# Reading band narrowing from the smearing term of molybdenum

## Counting levels near the Fermi level

Smearing by 0.1 eV touches only the electron levels within roughly a tenth of an electronvolt of the Fermi level, the energy that divides filled from empty states. A transition metal offers of order one state per electronvolt and atom there, so about a tenth of a state per atom is affected. Each affected state contributes at most about 0.03 eV to the smearing entropy term. The product is a few thousandths of an electronvolt per atom, and that is the size of the values below.

The same count gives a first guess of the trend. Stretching a crystal narrows its bands, but the number of states in them stays the same. The states are packed into a smaller range of energy, more of them fall within the fixed smearing window, and the term grows. Compression should do the reverse.

Body-centred cubic Mo in a two-atom cell at several volumes, computed with Ansatz 0.2.0: scalar-relativistic DFT with the PBEsol functional, plane waves and PAW, without spin polarization. The plane-wave cutoff is 420 eV, the k mesh 16×16×16 and the Gaussian smearing width 0.1 eV. The smearing entropy term is given as −TS.

```csv
volume (Å³/atom),shortest distance (Å),smearing entropy term (meV/atom)
13.556,2.602,-3.310
14.421,2.656,-2.990
15.322,2.710,-3.010
16.260,2.764,-3.460
17.236,2.818,-3.810
18.249,2.873,-4.030
```

The term is negative, so "size" here means its value without the sign. From the zero-pressure volume of 15.322 Å³/atom outward, the size grows at every step, from 3.01 to 4.03 meV/atom. On the compressed side the guess fails: the second row is practically level with the third, and the most compressed row rises again to 3.31 meV/atom. The first part of the curve therefore needs a different explanation from the rest.

## What the term measures

Gaussian smearing replaces the sharp step between filled and empty levels by a gradual one of width $s$. A level at a distance $x$ from the Fermi level, counted in units of $s$, then contributes

$$-\frac{s}{2\sqrt{\pi}}\,e^{-x^2}$$

to the entropy term. If the density of states $g$, the number of states per electronvolt and atom with both spins counted, hardly changes across the window, the sum over levels becomes an integral. The exponential contributes an effective window $s\sqrt{\pi}$, and the size of the term is

$$|TS| = \frac{g\,s^2}{2}.$$

At the zero-pressure volume this gives $g = 2\times0.00301/0.1^2 = 0.602$ states per electronvolt and atom. This is an average over the window, not the density of states exactly at the Fermi level. At the largest volume the same conversion gives about 0.81. Since the width is the same in every row, any change in the column is a change in this averaged density of states, as the k mesh samples it.

The term should not be mistaken for heat. The smearing is a device that makes sums over a metal's partly filled bands better behaved, and its entropy belongs to no real temperature. What carries over to the real metal, if the mesh samples it well, is $g$. Its value at the Fermi level also governs how much heat the conduction electrons take up at low temperature.

## Why stretching raises it

The states near the Fermi level of molybdenum are mainly d states. A d electron moves from atom to atom because orbitals on neighbouring atoms overlap, and the stronger the overlap, the wider the band. d orbitals are compact, so their overlap falls steeply as the atoms move apart. The standard rule is that the d-band width varies as $d^{-5}$, where $d$ is the shortest distance between atoms.

For a uniformly stretched crystal, $d$ varies as the cube root of the volume per atom $V$, so the width varies as $V^{-5/3}$. If the bands keep their shape and only shrink in energy, the density of states must grow by the inverse factor. Starting from the zero-pressure row, the estimate for the largest volume is

$$3.01\times\left(\frac{18.249}{15.322}\right)^{5/3}\approx 4.03\ \text{meV/atom}.$$

The calculation gives the same value. The zero-pressure row served as the anchor; of the row at the largest volume only the volume entered the estimate, not the computed term.

That agreement looks better than it is. In the two rows between, the computed size lies about 4 % above the rule. The computed gains also shrink from step to step, 0.45, 0.35 and 0.22 meV/atom, while the rule makes them grow slightly. The rule gives the right total rise but not its course. The bands may change shape as they shrink, or the k mesh may sample them too coarsely, a doubt taken up below.

## A second look at the width

The same calculations contain an energy that tests the narrowing in another way. The 28 electrons of the two-atom cell would just fill fourteen bands if the bands were separate. In this metal they are not: the top of the fourteenth band lies above the bottom of the fifteenth. This band overlap is one energy distance within the band structure rather than the full width of the d band, but it should shrink when the bands narrow.

It does so at every step, from 2.84 eV in the most compressed row to 1.66 eV in the most stretched one. Between these two end rows it falls on average as $V^{-1.8}$, close to the power of $-5/3$ expected for the d-band width. This is what narrowing d bands should give, although a shift of one band against another can change the band overlap too. That the narrowing comes from weaker contact between orbitals rests on the standard theory of d bands.

Taking the band overlap as the energy scale gives a second estimate of the term, anchored at the same row. From zero pressure outward, it agrees with the computed size to within 5 %. Two different measures of the energy scale thus reproduce the main rise, and neither has an adjustable constant beyond the common anchor.

## Where compression breaks the rule

Compression should widen the bands, and the band overlap indeed keeps growing down to the smallest volume. Both estimates therefore fall to about 2.45 meV/atom in the first row. The computed size is 35 % higher. In the second row the excess is already there, at roughly 10 %.

Something other than the overall width must raise the sampled density of states. There are two serious candidates: a real change in the shape of the bands, and an uneven sampling of them. The values at hand do not decide between the two.

## First candidate: the shape of the valley

In a body-centred cubic transition metal the d states form a lower, mainly bonding group and an upper, mainly antibonding one, with a valley in the density of states between them. Molybdenum has enough valence electrons to fill most of the lower group, which places its Fermi level in the valley. There the density of states is low, and a small shift of one band relative to another can change it noticeably.

Compression does produce such shifts. The s and p bands generally rise relative to the d bands, and electrons pass from the former to the latter. This could move the Fermi level up a wall of the valley, or bring an extra piece of band into the smearing window. That it happens here, and strongly enough to cause the upturn, is a guess. A plot of the density of states at each volume could test it, but only if it came from a denser mesh than the one used here.

## Second candidate: too few points in the window

The calculation does not know the bands as continuous curves. It samples them at 4096 points, 16 along each direction of reciprocal space, the space of electron wavevectors. The smearing window is so narrow that few of the sampled levels fall inside it.

For the first row the count runs as follows. With two atoms in the cell and two spins per level, the averaged density of states of 0.66 per atom is also the number of levels per electronvolt at each point. The effective window is $0.1\sqrt{\pi}\approx0.18$ eV, so about 480 sampled levels fall inside it. Symmetry makes up to 48 of them equivalent, but points on symmetry planes and axes have fewer partners, so at least about ten independent sets remain.

If ten sets fell into the window at random, their number would scatter by about $1/\sqrt{10}$, or 30 %. A regular mesh is not a random draw, so this is an order of magnitude and not an error bar. Still, it is of the same order as the unexplained excess. The upturn may therefore come from the mesh rather than from molybdenum.

The smooth rise on the stretched side does not remove this doubt. Each row uses the same mesh, and bands that mostly shrink in proportion keep many of the same points near the Fermi level. A sampling error can then change gradually from row to row and look like physics. The rough scatter estimated above is nearly as large as the whole rise on expansion, so the close agreement there supports the narrowing argument without proving it.

Repeating the whole series with a much denser mesh would separate the candidates and also test the rise on expansion. If the excess survived, the shape of the bands would be the cause; if it vanished, the sampling would be.

## What this does to energies and pressures

Smearing lifts some electrons above the Fermi level, which raises the energy by half the size of the term. The entropy term then lowers the free energy by its full size. The free energy therefore ends up below the estimate for zero smearing by half the term, at most about 2 meV/atom here.

For an equation of state only the change of this half with volume matters. It varies by 0.5 meV/atom over the series, whereas stretching from zero pressure to the largest volume costs 359 meV/atom. Between neighbouring rows it shifts the pressure by no more than 0.04 GPa, while the pressures themselves run from 44 GPa in compression to −34 GPa in tension. For the stiffness of the metal this correction can be ignored.

## Estimating a similar case

For a non-magnetic metal whose Fermi level lies in a d band, begin with the band width: at fixed smearing, one per cent more volume should raise the term by a little under two per cent. This holds as long as the bands mainly shrink or stretch and the density of states is smooth across the window. Near a valley or a peak, the position of the Fermi level can matter as much as the width. Before giving a kink in such a curve a physical cause, count how many independent sampled levels lie in the window.
